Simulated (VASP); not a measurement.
# AlGa3N2 (P-4m2) in VASP: notebook

Aim: see how the results for AlGa3N2 move with the level of theory and the settings. Levels: PBE, r2SCAN. Tasks: relaxation of cell and atoms, single point.

Program: VASP 6.6.1. These are calculated values, not measurements. Logs are shortened: lines on timing, memory, paths and dates and some standing lists are left out, and cuts for length are marked.

**1. Starting point**

It takes space group P-4m2 (No. 115, tetragonal). The conventional cell has a = 3.773 Å, b = 3.773 Å, c = 6.916 Å, α = 90.00°, β = 90.00°, γ = 90.00°. Around Al (site symmetry -4m2) lie 4 N at 1.96 Å. Ga (site symmetry -4m2) is surrounded by 4 Ga at 2.67 Å. Around Ga (site symmetry -4m2) lie 4 Ga at 2.67 Å. Ga (site symmetry -4m2) is surrounded by 4 N at 1.96 Å. N (site symmetry 2mm) is surrounded by 2 Al at 1.96 Å and 2 Ga at 1.96 Å.

The cell was built by a generator and needn't be a form met in nature.

**2. Relaxation of cell and atoms, PBE**

INCAR

```
SYSTEM = AlGa3N2
PREC = Accurate
ENCUT = 520
EDIFF = 1E-6
ISMEAR = 0
SIGMA = 0.1
LREAL = .False.
LASPH = .True.
NELM = 120
ALGO = Normal
ISIF = 3
LWAVE = .False.
LCHARG = .False.
GGA = PE
IBRION = 2
NSW = 90
EDIFFG = -0.01
KPAR = 4
```

KPOINTS

```
regular mesh
0
Gamma
  8 8 4
  0 0 0
```

POSCAR

```
AlGa3N2
1.0
    3.7730000000      0.0000000000      0.0000000000
    0.0000000000      3.7730000000      0.0000000000
    0.0000000000      0.0000000000      6.9160000000
Al Ga N
1 3 2
Direct
    0.0000000000      0.0000000000      0.5000000000
    0.5000000000      0.5000000000      0.0000000000
    0.0000000000      0.0000000000      0.0000000000
    0.5000000000      0.5000000000      0.5000000000
    0.0000000000      0.5000000000      0.4246674400
    0.5000000000      0.0000000000      0.5753325600
```

Potentials or basis: VASP PAW PBE potentials, release 64 (Al, Ga_d, N).

Started as:

```bash
$ cat potpaw_PBE.64/Al/POTCAR potpaw_PBE.64/Ga_d/POTCAR potpaw_PBE.64/N/POTCAR > POTCAR
$ mpirun -np 4 vasp_std > vasp.out
```

OUTCAR:

```text
SYSTEM = AlGa3N2
   PREC = Accurate
   ENCUT = 520
   EDIFF = 1E-6
   ISMEAR = 0
   LREAL = .False.
   LASPH = .True.
   NELM = 120
   ISIF = 3
   GGA = PE
   IBRION = 2
   NSW = 90
   EDIFFG = -0.01

 ion  position               nearest neighbor table
   1  0.000  0.000  0.500-   5 1.96   6 1.96   5 1.96   6 1.96   4 2.67   4 2.67   4 2.67   4 2.67

   2  0.500  0.500  0.000-   3 2.67   3 2.67   3 2.67   3 2.67
   3  0.000  0.000  0.000-   2 2.67   2 2.67   2 2.67   2 2.67
   4  0.500  0.500  0.500-   5 1.96   6 1.96   6 1.96   5 1.96   1 2.67   1 2.67   1 2.67   1 2.67

   5  0.000  0.500  0.425-   1 1.96   4 1.96   1 1.96   4 1.96
   6  0.500  0.000  0.575-   1 1.96   4 1.96   4 1.96   1 1.96

  LATTYP: Found a simple tetragonal cell.
 ALAT       =     3.7730000000
 C/A-ratio  =     1.8330241187

  Lattice vectors:

 A1 = (   3.7730000000,   0.0000000000,   0.0000000000)
 A2 = (   0.0000000000,   3.7730000000,   0.0000000000)
 A3 = (   0.0000000000,   0.0000000000,   6.9160000000)

Analysis of symmetry for initial positions (statically):
=====================================================================
 Subroutine PRICEL returns:
 Original cell was already a primitive cell.

 Routine SETGRP: Setting up the symmetry group for a
 simple tetragonal supercell.

 Subroutine GETGRP returns: Found  8 space group operations
 (whereof  8 operations were pure point group operations)
 out of a pool of 16 trial point group operations.

The static configuration has the point symmetry D_2d.

Analysis of symmetry for dynamics (positions and initial velocities):
=====================================================================
 Subroutine PRICEL returns:
 Original cell was already a primitive cell.

 Routine SETGRP: Setting up the symmetry group for a
 simple tetragonal supercell.

 Subroutine GETGRP returns: Found  8 space group operations
 (whereof  8 operations were pure point group operations)
 out of a pool of 16 trial point group operations.

The dynamic configuration has the point symmetry D_2d.

 Subroutine INISYM returns: Found  8 space group operations
 (whereof  8 operations are pure point group operations),
 and found     1 'primitive' translations

----------------------------------------------------------------------------------------

                                     Primitive cell

  volume of cell :      98.4529

  direct lattice vectors                    reciprocal lattice vectors
     3.773000000  0.000000000  0.000000000     0.265041081  0.000000000  0.000000000
     0.000000000  3.773000000  0.000000000     0.000000000  0.265041081  0.000000000
     0.000000000  0.000000000  6.916000000     0.000000000  0.000000000  0.144592250

  length of vectors
     3.773000000  3.773000000  6.916000000     0.265041081  0.265041081  0.144592250

  position of ions in fractional coordinates (direct lattice)
     0.000000000  0.000000000  0.500000000
     0.500000000  0.500000000  0.000000000
     0.000000000  0.000000000  0.000000000
     0.500000000  0.500000000  0.500000000
     0.000000000  0.500000000  0.424667440
     0.500000000  0.000000000  0.575332560

  ion indices of the primitive-cell ions
   primitive index   ion index
                 1           1
                 2           2
                 3           3
                 4           4
                 5           5
                 6           6

----------------------------------------------------------------------------------------

 KPOINTS: regular mesh

Automatic generation of k-mesh.
 Grid dimensions read from file:
 generate k-points for:    8    8    4

 Generating k-lattice:

  Cartesian coordinates                     Fractional coordinates (reciprocal lattice)
     0.033130135  0.000000000  0.000000000     0.125000000  0.000000000  0.000000000
     0.000000000  0.033130135  0.000000000     0.000000000  0.125000000  0.000000000
     0.000000000  0.000000000  0.036148062     0.000000000  0.000000000  0.250000000

  Length of vectors
     0.033130135  0.033130135  0.036148062

[... 44 lines left out ...]
   ISMEAR =     0;   SIGMA  =   0.10  broadening in eV -4-tet -1-fermi 0-gaus
   EFERMI_NEDOS =   21; number of points for ismear=-14 and -15
   IALGO  =     38    algorithm
   IMIX   =      4    mixing-type and parameters
     AMIX     =   0.40;   BMIX     =  1.00
     AMIX_MAG =   1.60;   BMIX_MAG =  1.00
  volume/ion in A,a.u.               =      16.41       110.73
  Fermi-wavevector in a.u.,A,eV,Ry     =   1.323325  2.500721 23.826362  1.751188
  Thomas-Fermi vector in A             =   2.452941
   LORBIT       =      0    0 simple, 1 ext, 2 COOP (PROOUT), +10 PAW based schemes
   GGA     = PE    functional components
   LHFCALC =     F    Hartree Fock is set to
   AEXX    =    0.0000 exact exchange contribution
   IVDW    =     0    specifies the selected vdW correction
   LEPSILON=     F    determine dielectric tensor
   LRPA    =     F    only Hartree local field effects (RPA)
 conjugate gradient relaxation of ions
 non-spin polarized calculation
 Gauss-broadening in eV      SIGMA  =   0.10
  energy-cutoff  :      520.00
  volume of cell :       98.45
 maximum number of plane-waves:      2672
   NGX = 15   NGY = 15   NGZ = 25

--------------------------------------- Ionic step        1  -------------------------------------------

 number of electron      52.0000063 magnetization

 Free energy of the ion-electron system (eV)
  ---------------------------------------------------
  ext. energy  EPLUGINS =         0.00000000
  ---------------------------------------------------
  free energy    TOTEN  =       -29.00143764 eV

  energy without entropy =      -28.99210945  energy(sigma->0) =      -28.99677355

------------------------ aborting loop because EDIFF is reached ----------------------------------------

  FORCE on cell =-STRESS in cart. coord.  units (eV):
  Direction    XX          YY          ZZ          XY          YZ          ZX
  --------------------------------------------------------------------------------------
  -------------------------------------------------------------------------------------
  Total        0.4614114      0.4614114      0.5427645      0.0000000      0.0000000      0.0000000
  in kB        7.5087958      7.5087958      8.8326996      0.0000000      0.0000000      0.0000000
  external PRESSURE =       7.9500970 kB  Pullay stress =       0.0000000 kB
[... 1752 lines left out ...]
     30       7.2991      0.00000
     31       7.9108      0.00000

 [... further k-points ...]

[... ionic steps 4 to 14 ...]

--------------------------------------- Ionic step       15  -------------------------------------------

 number of electron      52.0000040 magnetization

------------------------ aborting loop because EDIFF is reached ----------------------------------------

  FORCE on cell =-STRESS in cart. coord.  units (eV):
  Direction    XX          YY          ZZ          XY          YZ          ZX
  --------------------------------------------------------------------------------------
  -------------------------------------------------------------------------------------
  Total       -0.0248287     -0.0248287     -0.0918276      0.0000000      0.0000000      0.0000000
  in kB       -0.3682181     -0.3682181     -1.3618329      0.0000000      0.0000000      0.0000000
  external PRESSURE =      -0.6994230 kB  Pullay stress =       0.0000000 kB
[... 65 lines left out ...]
  energy  without entropy=      -29.0138360808  energy(sigma->0) =      -29.02179174

--------------------------------------- Ionic step       17  -------------------------------------------

 number of electron      52.0000038 magnetization

 Free energy of the ion-electron system (eV)
  ---------------------------------------------------
  ext. energy  EPLUGINS =         0.00000000
  ---------------------------------------------------
  free energy    TOTEN  =       -29.02988086 eV

  energy without entropy =      -29.01402509  energy(sigma->0) =      -29.02195298

 E-fermi :   4.2620     XC(G=0):  -9.5496

 val. band max:        4.2521214238   @ k =   0.5000   0.2500   0.2500
 cond. band min:       4.2623155813   @ k =   0.5000   0.2500   0.5000
 fundamental gap:      0.0101941575
 Fermi energy:         4.2620485720

 k-point     1 :       0.0000    0.0000    0.0000
  band No.  band energies     occupation
      1     -13.3958      2.00000
      2     -12.4341      2.00000
      3     -11.3109      2.00000
      4     -11.3109      2.00000
      5     -11.1705      2.00000
      6     -11.0278      2.00000
[... 840 lines left out ...]
  FREE ENERGIE OF THE ION-ELECTRON SYSTEM (eV)
  ---------------------------------------------------
  free  energy   TOTEN  =       -29.0298808607 eV

  energy  without entropy=      -29.0140250894  energy(sigma->0) =      -29.02195298

 reached required accuracy - stopping structural energy minimisation
```

It took 3.4 min on 4 MPI ranks of Intel Xeon Platinum 8559C (Emerald Rapids), shared host; peak memory 0.28 GiB.

Results:

```
Free energy                            : -29.0299 eV
Relaxed volume                         : 17.98 Å³/atom
Relaxed cell                           : a = 3.744 Å, b = 3.744 Å, c = 7.697 Å, α = 90.00°, β = 90.00°, γ = 90.00°
Space group after relaxing (to 0.05 Å) : P-4m2 (No. 115)
Energy gained by relaxing              : 4.7 meV/atom
Ionic steps                            : 17
Pressure after relaxing                : 0.0 GPa
Band gap on the k mesh                 : none (metal or under the smearing width)
```

The path:
```csv
step,energy change (eV),largest force (eV/Å),pressure (GPa),volume (Å³)
1,0.0000,0.0545,0.80,98.45
2,-0.0020,0.0312,-0.28,99.62
3,-0.0023,0.0101,-0.05,99.33
4,-0.0040,0.0139,-0.01,99.62
5,-0.0087,0.0270,0.00,100.50
6,-0.0163,0.0525,-0.01,102.24
7,-0.0244,0.1134,0.09,105.63
8,-0.0281,0.0324,0.14,107.39
9,-0.0281,0.0072,0.10,108.21
10,-0.0283,0.0062,0.11,107.92
11,-0.0248,0.0803,-0.92,108.95
12,-0.0283,0.0150,-0.09,108.05
13,-0.0283,0.0142,-0.02,108.03
14,-0.0283,0.0139,-0.09,108.04
15,-0.0283,0.0145,-0.07,108.03
16,-0.0283,0.0160,-0.04,108.03
17,-0.0284,0.0008,-0.04,107.91
```

Final structure:
```yaml
crystal:
  lattice:
    - [3.74419, 0.00000, 0.00000]
    - [0.00000, 3.74419, 0.00000]
    - [0.00000, 0.00000, 7.69741]
  atoms:
    - { symbol: Al, position: [0.00000, 0.00000, 0.50000] }
    - { symbol: Ga, position: [0.50000, 0.50000, 0.00000] }
    - { symbol: Ga, position: [0.00000, 0.00000, 0.00000] }
    - { symbol: Ga, position: [0.50000, 0.50000, 0.50000] }
    - { symbol: N, position: [0.00000, 0.50000, 0.42776] }
    - { symbol: N, position: [0.50000, 0.00000, 0.57224] }
```

Levels at points of the mesh, in eV from the Fermi level:
```csv
k point,band 23,band 24,band 25,band 26,band 27,band 28,band 29,band 30
"(0.00, 0.00, 0.00)",-2.88,-2.83,-0.78,0.24,0.81,0.81,0.89,1.78
"(0.50, 0.00, 0.00)",-4.63,-2.84,-2.62,0.92,0.98,3.24,3.90,3.94
"(0.50, 0.50, 0.00)",-3.30,-3.30,-3.01,-2.80,-2.80,1.90,2.16,4.60
"(0.00, 0.00, 0.50)",-2.88,-2.88,-1.81,0.74,0.81,0.81,1.04,2.53
"(0.50, 0.00, 0.50)",-4.63,-2.81,-2.57,0.81,0.94,2.44,3.19,3.91
"(0.50, 0.50, 0.50)",-3.51,-3.26,-2.76,-2.51,-2.51,2.13,2.28,3.88
```

Caveat: this functional lacks dispersion, which binds the layers, so the pressure and a relaxed spacing across them are unreliable.

**3. Relaxation of cell and atoms, PBE**

This run uses another cell than the first one, of 17.98 Å³/atom, 1.096 times its volume.

Edit INCAR of step 2 so:

```diff
@@ -3,3 +3,3 @@
 ENCUT = 520
-EDIFF = 1E-6
+EDIFF = 1E-7
 ISMEAR = 0
@@ -15,4 +15,5 @@
 IBRION = 2
-NSW = 90
-EDIFFG = -0.01
+NSW = 60
+EDIFFG = -0.005
+POTIM = 0.3
 KPAR = 4
```

KPOINTS is that of step 2.

POSCAR

```
AlGa3N2                                 
1.0
    3.7441909900     -0.0000000000     -0.0000000000
    0.0000000000      3.7441909900      0.0000000000
    0.0000000000      0.0000000000      7.6974052335
  Al              Ga              N             
     1     3     2
Direct
     0.0000000000000000    0.0000000000000000    0.5000000000000000
     0.5000000000000000    0.5000000000000000    0.0000000000000000
     0.0000000000000000    0.0000000000000000    0.0000000000000000
     0.5000000000000000    0.5000000000000000    0.5000000000000000
     0.0000000000000000    0.5000000000000000    0.4277574288560830
     0.5000000000000000    0.0000000000000000    0.5722425711439170
```

Potentials or basis: VASP PAW PBE potentials, release 64 (Al, Ga_d, N).

Started as:

```bash
$ cat potpaw_PBE.64/Al/POTCAR potpaw_PBE.64/Ga_d/POTCAR potpaw_PBE.64/N/POTCAR > POTCAR
$ mpirun -np 4 vasp_std > vasp.out
```

Wall time 7.5 min (4 MPI ranks of Intel Xeon Platinum 8559C (Emerald Rapids), shared host); peak memory 0.3 GiB.

The run converged. Its results:

| Property | Result |
| --- | --- |
| Free energy | -29.0503 eV |
| Relaxed volume | 18.84 Å³/atom |
| Relaxed cell | a = 3.734 Å, b = 3.734 Å, c = 8.107 Å, α = 90.00°, β = 90.00°, γ = 90.00° |
| Space group after relaxing (to 0.05 Å) | P-4m2 (No. 115) |
| Energy gained by relaxing | 1.3 meV/atom |
| Ionic steps | 33 |
| Pressure after relaxing | 0.0 GPa |
| Largest force after relaxing | 0.005 eV/Å |
| Band gap on the k mesh | none (metal or under the smearing width) |

Forces on the atoms (eV/Å):
```
Al   0.000  0.000  0.000
Ga   0.000  0.000  0.000
Ga   0.000  0.000  0.000
Ga   0.000  0.000  0.000
N    0.000  0.000 -0.005
N    0.000  0.000  0.005
```

Step by step:
| step | energy change (eV) | largest force (eV/Å) | pressure (GPa) | volume (Å³) |
| --- | --- | --- | --- | --- |
| 1 | 0.0000 | 0.0003 | 0.12 | 107.91 |
| 2 | -0.0003 | 0.0034 | 0.12 | 108.03 |
| 3 | -0.0009 | 0.0103 | 0.08 | 108.28 |
| 4 | -0.0019 | 0.0243 | -0.01 | 108.79 |
| 5 | -0.0035 | 0.0519 | -0.21 | 109.80 |
| 6 | -0.0045 | 0.1084 | -0.56 | 111.83 |
| 7 | -0.0046 | 0.1076 | -0.56 | 111.87 |
| 8 | -0.0049 | 0.1050 | -0.50 | 111.99 |
| 9 | -0.0055 | 0.0996 | -0.42 | 112.23 |
| 10 | -0.0063 | 0.0885 | -0.26 | 112.70 |
| 11 | -0.0063 | 0.0653 | 0.05 | 113.64 |
| 12 | -0.0065 | 0.0775 | -0.12 | 113.15 |
| 13 | -0.0067 | 0.0719 | -0.08 | 113.07 |
| 14 | -0.0069 | 0.0574 | -0.02 | 112.87 |
| 15 | -0.0071 | 0.0288 | 0.11 | 112.45 |
| 16 | -0.0071 | 0.0205 | 0.16 | 112.33 |
| 17 | -0.0072 | 0.0191 | 0.11 | 112.32 |
| 18 | -0.0073 | 0.0168 | 0.01 | 112.30 |
| 19 | -0.0073 | 0.0174 | 0.03 | 112.31 |
| 20 | -0.0073 | 0.0173 | 0.03 | 112.31 |
| 21 | -0.0073 | 0.0155 | 0.02 | 112.33 |
| 22 | -0.0074 | 0.0100 | 0.03 | 112.42 |
| 23 | -0.0075 | 0.0010 | 0.08 | 112.59 |
| 24 | -0.0075 | 0.0234 | 0.13 | 112.94 |
| 25 | -0.0075 | 0.0231 | 0.10 | 112.98 |
| 26 | -0.0075 | 0.0227 | 0.09 | 113.02 |
| 27 | -0.0076 | 0.0218 | 0.05 | 113.09 |
| 28 | -0.0076 | 0.0204 | 0.07 | 113.09 |
| 29 | -0.0076 | 0.0164 | 0.04 | 113.08 |
| 30 | -0.0076 | 0.0078 | 0.00 | 113.07 |
| 31 | -0.0076 | 0.0061 | 0.00 | 113.07 |
| 32 | -0.0076 | 0.0058 | 0.00 | 113.07 |
| 33 | -0.0076 | 0.0047 | 0.01 | 113.06 |

Final structure:
```cif
data_structure
_symmetry_space_group_name_H-M 'P 1'
_symmetry_Int_Tables_number 1
_cell_length_a 3.7344
_cell_length_b 3.7344
_cell_length_c 8.1073
_cell_angle_alpha 90.000
_cell_angle_beta 90.000
_cell_angle_gamma 90.000
_cell_volume 113.06
loop_
_atom_site_label
_atom_site_type_symbol
_atom_site_fract_x
_atom_site_fract_y
_atom_site_fract_z
_atom_site_occupancy
Al1 Al 0.00000 0.00000 0.50000 1
Ga1 Ga 0.50000 0.50000 0.00000 1
Ga2 Ga 0.00000 0.00000 0.00000 1
Ga3 Ga 0.50000 0.50000 0.50000 1
N1 N 0.00000 0.50000 0.43013 1
N2 N 0.50000 0.00000 0.56987 1
```

Levels at points of the mesh, in eV from the Fermi level:
| k point | band 24 | band 25 | band 26 | band 27 | band 28 | band 29 |
| --- | --- | --- | --- | --- | --- | --- |
| (0.00, 0.00, 0.00) | -2.80 | -1.04 | 0.37 | 0.83 | 0.83 | 1.02 |
| (0.50, 0.00, 0.00) | -2.74 | -2.49 | 0.97 | 1.01 | 3.12 | 3.92 |
| (0.50, 0.50, 0.00) | -3.21 | -2.94 | -2.83 | -2.83 | 2.09 | 2.29 |
| (0.00, 0.00, 0.50) | -2.80 | -1.76 | 0.82 | 0.82 | 0.86 | 1.17 |
| (0.50, 0.00, 0.50) | -2.72 | -2.46 | 0.87 | 0.95 | 2.52 | 3.29 |
| (0.50, 0.50, 0.50) | -3.29 | -2.80 | -2.62 | -2.62 | 2.26 | 2.36 |

Caveat: this functional lacks dispersion, which binds the layers, so the pressure and a relaxed spacing across them are unreliable.

**4. Single point, r2SCAN**

This run uses another cell than the first one, of 18.84 Å³/atom, 1.148 times its volume.

INCAR

```
SYSTEM = AlGa3N2
ALGO = Normal
EDIFF = 1E-6
ENCUT = 520
ISIF = 2
ISMEAR = 0
KPAR = 4
LASPH = .TRUE.
LCHARG = .FALSE.
LMIXTAU = .TRUE.
LREAL = .FALSE.
LWAVE = .FALSE.
METAGGA = R2SCAN
NELM = 150
PREC = Accurate
SIGMA = 0.1
```

KPOINTS

```
k-points
0
G
  8 8 4
  0 0 0
```

POSCAR

```
AlGa3N2                                 
1.0
    3.7344194856      0.0000000000      0.0000000000
    0.0000000000      3.7344194856      0.0000000000
    0.0000000000     -0.0000000000      8.1072593329
  Al              Ga              N             
     1     3     2
Direct
     0.0000000000000000    0.0000000000000000    0.5000000000000000
     0.5000000000000000    0.5000000000000000    0.0000000000000000
     0.0000000000000000    0.0000000000000000    1.0000000000000000
     0.5000000000000000    0.5000000000000000    0.5000000000000000
     0.0000000000000000    0.5000000000000000    0.4301320556256706
     0.5000000000000000    0.0000000000000000    0.5698679443743286
```

Started as:

```bash
$ cat potpaw_PBE.64/Al/POTCAR potpaw_PBE.64/Ga_d/POTCAR potpaw_PBE.64/N/POTCAR > POTCAR
$ mpirun -np 4 vasp_std > vasp.out
```

Wall time 2 min (4 MPI ranks of Intel Xeon Platinum 8559C (Emerald Rapids), shared host); peak memory 0.3 GiB.

The run converged. Its results:

- Free energy: -59.7516 eV
- Pressure: -2.9 GPa
- Largest force: 0.233 eV/Å
- Band gap on the k mesh: none (metal or under the smearing width)

Forces on the atoms (eV/Å):
```
Al   0.000  0.000  0.000
Ga   0.000  0.000  0.000
Ga   0.000  0.000  0.000
Ga   0.000  0.000  0.000
N    0.000  0.000  0.233
N    0.000  0.000 -0.233
```

Stress tensor (GPa, compression positive):
```
-3.86  0.00  0.00
 0.00 -3.86  0.00
 0.00  0.00 -0.88
```

Levels at points of the mesh, in eV from the Fermi level:
```tsv
k point	band 24	band 25	band 26	band 27	band 28	band 29
(0.00, 0.00, 0.00)	-2.99	-1.11	0.63	0.80	0.80	1.35
(0.50, 0.00, 0.00)	-2.93	-2.65	1.05	1.09	3.46	4.14
(0.50, 0.50, 0.00)	-3.43	-3.07	-3.03	-3.03	2.24	2.41
(0.00, 0.00, 0.50)	-2.99	-1.79	0.80	0.80	1.23	1.48
(0.50, 0.00, 0.50)	-2.91	-2.63	0.95	1.03	2.84	3.72
(0.50, 0.50, 0.50)	-3.49	-2.93	-2.83	-2.83	2.38	2.48
```

Caveat: the PAW data sets were made with another functional, which shifts forces and pressure a little.
